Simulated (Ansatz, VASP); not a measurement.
## HfC in VASP and in Ansatz

```
Hf C
1.0
     0.00000    2.30366    2.30366
     2.30366    0.00000    2.30366
     2.30366    2.30366    0.00000
Hf C
1 1
Direct
  0.50000 0.50000 0.50000
  0.00000 0.00000 0.00000
```

Alike in both runs: functional PBEsol; k mesh 16 × 16 × 16; occupations gaussian, width 0.1 eV; no spin polarisation.

Ansatz relaxed the structure, and its values are those at the end. VASP's run is a single point on that final structure, the one shown.

|  | VASP | Ansatz |
| --- | --- | --- |
| version | VASP 6.6.1 | Ansatz 0.2.0 |
| potentials or method | VASP PAW PBE potentials, release 64 (Hf_pv, C) | scalar-relativistic, plane waves, PAW |
| plane-wave cutoff (eV) | 520 | 420 |
| valence electrons in the cell | 14 | 30 |

|  | VASP | Ansatz | Ansatz less VASP |
| --- | --- | --- | --- |
| gap on the k mesh at the Fermi level (eV) | none | none | - |
| pressure (GPa) | -0.4 | 0.0 | +0.33 |

A gap of «none» marks a metal or a gap that the smearing closes. The two sets of potentials don't hold the same shells in valence.

Caveats: the PAW data sets were made with another functional, which shifts forces and pressure a little (VASP). Spin-orbit coupling is left out, which matters for the levels of Hf.
